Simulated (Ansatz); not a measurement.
# GaSe: the cost of one run

Program: Ansatz 0.2.0. PAW datasets, plane waves, zero pressure. The values are computed, spin-unpolarised, and not measurements.

## 1. Starting point

Space group P6_3/mmc (No. 194), hexagonal; a = 3.742 Å, c = 15.919 Å in the conventional setting, 24.13 Å³ an atom. Ga has 1 Ga at 2.32 Å and 3 Se at 2.48 Å; Se has 3 Ga at 2.48 Å.

Coordinates:

```
Ga Se
1.0
     3.74200    0.00000    0.00000
    -1.87100    3.24067    0.00000
     0.00000    0.00000   15.91900
Ga Se
4 4
Direct
  0.33333 0.66667 0.17700
  0.66667 0.33333 0.67700
  0.33333 0.66667 0.32300
  0.66667 0.33333 0.82300
  0.33333 0.66667 0.60000
  0.66667 0.33333 0.10000
  0.33333 0.66667 0.90000
  0.66667 0.33333 0.40000
```

## 2. Relaxation with PBE-D3(BJ)

The input, input.yaml:

```yaml
crystal:
  lattice:
    - [3.742, 0.0, 0.0]
    - [-1.871, 3.240667061, 0.0]
    - [0.0, 0.0, 15.919]
  atoms:
    - { symbol: Ga, position: [0.3333333333, 0.6666666667, 0.177] }
    - { symbol: Ga, position: [0.6666666667, 0.3333333333, 0.677] }
    - { symbol: Ga, position: [0.3333333333, 0.6666666667, 0.323] }
    - { symbol: Ga, position: [0.6666666667, 0.3333333333, 0.823] }
    - { symbol: Se, position: [0.3333333333, 0.6666666667, 0.6] }
    - { symbol: Se, position: [0.6666666667, 0.3333333333, 0.1] }
    - { symbol: Se, position: [0.3333333333, 0.6666666667, 0.9] }
    - { symbol: Se, position: [0.6666666667, 0.3333333333, 0.4] }
kpoints:
  mp_grid: { grid: [12, 12, 2] }
hamiltonian:
  xc: pbe
  dispersion: d3bj
  pseudopotentials: { azcp: { folder: soft_1 } }
scf:
  occupations: { method: fermi_dirac, width: 0.02 }
relax:
  f_tol: 0.005
  cell: {}
```

On the command line:

```console
> ansatz run input.yaml --threads 4 --pin off --max-ram 7372MiB --backend cpu --events-out ev --progress --plain --runs-dir out
```

**Question.** How long does this run take on 4 threads of AMD EPYC 9R45 (Zen 5), shared host, and how much memory does it need?

About 15 s, with a peak of 0.9 GiB.
